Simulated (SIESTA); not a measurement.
Crystal: CdO (Monteponite).

```
Cd O
1.0
     0.00000    2.34950    2.34950
     2.34950    0.00000    2.34950
     2.34950    2.34950    0.00000
Cd O
1 1
Direct
  0.00000 0.00000 0.00000
  0.50000 0.50000 0.50000
```

Base run:

| Quantity | Value |
| --- | --- |
| Program | SIESTA 5.4.2 |
| Functional | vdW-DF-cx |
| Potentials or basis | PseudoDojo 0.4 standard (PBE files) |
| Basis | DZP (energy shift 0.003 Ry; two zetas on semicore shells) |
| Grid cutoff | 800 Ry |
| Energy shift | 0.003 Ry |
| k mesh | 10 × 10 × 10 |
| Occupations | fermi-dirac, width 0.05 eV |
| Spin | no spin polarisation |

Its results: band gap on the k mesh none (metal or under the smearing width); pressure 1.5 GPa.

The run is repeated on the same cell with these changes: functional from vdW-DF-cx to BLYP. What comes out?

Band gap on the k mesh none (metal or under the smearing width); pressure 12.9 GPa.

Caveats: the potentials were made for another functional, which shifts forces and pressure; the basis of atomic orbitals isn't converged, which shifts pressures, moduli and gaps.
